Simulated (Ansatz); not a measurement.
**Pb in Ansatz: the effect of functional**

Pb:

```
CELL_PARAMETERS angstrom
0.00000 3.46178 3.46178
3.46178 0.00000 3.46178
3.46178 3.46178 0.00000
ATOMIC_POSITIONS crystal
Pb 0.25000 0.25000 0.25000
Pb 0.00000 0.00000 0.00000
```

This isn't the form of Pb at room conditions, which is fcc.

The cell isn't the ideal one: volume scaled by 1.02.

Alike in all runs:

| Quantity | Value |
| --- | --- |
| Program | Ansatz 0.2.0 |
| Task | single point |
| Potentials or basis | Ansatz PAW |
| k mesh | 7 × 7 × 7 |
| Occupations | fermi-dirac, width 0.05 eV |
| Spin | no spin polarisation |

```csv
functional,cutoff,pressure (GPa)
LDA,420 eV (not typed: the program's choice for these potentials),-1.3
PBEsol,420 eV (not typed: the program's choice for these potentials),?
r2SCAN,500 eV (not typed: the program's choice for these potentials),0.4
```

**Question.** What does the run with functional PBEsol give?

**Answer.** Pressure -0.2 GPa.

Caveats: the PAW data sets come from PBE, with cores solved anew for the run's functional, which leaves a small shift of forces and pressure.

Runs at the PBE level aren't shown here.
